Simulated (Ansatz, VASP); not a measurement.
## Ba: VASP beside Ansatz

```
Ba
1.0
    -2.37500    2.50000    2.50000
     2.37500   -2.50000    2.50000
     2.37500    2.50000   -2.50000
Ba
1
Cartesian
  0.0000 0.0000 0.0000
```

Change from the starting cell: strain -0.0500 x Voigt [1, 0, 0, 0, 0, 0], atoms carried along.

Alike in both runs: task single point; functional PBE; k mesh 14 × 14 × 14; occupations gaussian, width 0.15 eV; no spin polarisation.

```csv
,VASP,Ansatz
version,VASP 6.6.1,Ansatz 0.2.0
potentials or method,"VASP PAW PBE potentials, release 64 (Ba_sv)","scalar-relativistic, plane waves, PAW"
plane-wave cutoff (eV),520,420
valence electrons in the cell,10,10
```

|  | VASP | Ansatz | Ansatz less VASP |
| --- | --- | --- | --- |
| gap on the k mesh at the Fermi level (eV) | none | none | - |
| pressure (GPa) | 0.7 | 0.6 | -0.07 |
| largest component of the traceless stress (GPa) | 0.21 | 0.21 | -0.004 |

A gap of «none» marks a metal or a gap that the smearing closes.

The runs have no spin-orbit coupling, so splittings on Ba are missing.
